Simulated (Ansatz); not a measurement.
The system is Cu.

```xyz
1
Lattice="0.0000 1.8075 1.8075 1.8075 0.0000 1.8075 1.8075 1.8075 0.0000" Properties=species:S:1:pos:R:3 pbc="T T T"
Cu    0.0000    0.0000    0.0000
```

- Program: Ansatz 0.2.0
- Task: relaxation of cell and atoms
- Functional: PBE
- Dispersion: D3(BJ)
- Potentials or basis: Ansatz PAW
- Cutoff: 420 eV (not typed: the program's choice for these potentials)
- k mesh: 13 × 13 × 13
- Occupations: fermi-dirac, width 0.05 eV
- Spin: no spin polarisation

At the start: volume 11.81 Å³/atom.

Problem. How do energy, volume and symmetry change on relaxing?

Solution. It ends after 7 steps and the volume is 11.30 Å³/atom (-4.3 %); space group Fm-3m (No. 225, to 0.05 Å).

Step by step:
| step | energy change (eV) | largest force (eV/Å) | volume (Å³) |
| --- | --- | --- | --- |
| 1 | 0.0000 | 0.0000 | 11.81 |
| 2 | -0.0085 | 0.0000 | 11.55 |
| 3 | -0.0113 | 0.0000 | 11.28 |
| 4 | -0.0113 | 0.0000 | 11.30 |
| 5 | -0.0108 | 0.0000 | 11.30 |
| 6 | -0.0108 | 0.0000 | 11.30 |
| 7 | -0.0108 | 0.0000 | 11.30 |

Final structure:
```
Cu
1.0
     0.00000    1.78133    1.78133
     1.78133    0.00000    1.78133
     1.78133    1.78133    0.00000
Cu
1
Cartesian
  0.0000 0.0000 0.0000
```

Caveat: the plane-wave basis is chosen anew once the cell has moved, so the energies of steps on either side of that aren't comparable; pairwise dispersion overbinds metals, which lowers pressure and volume.
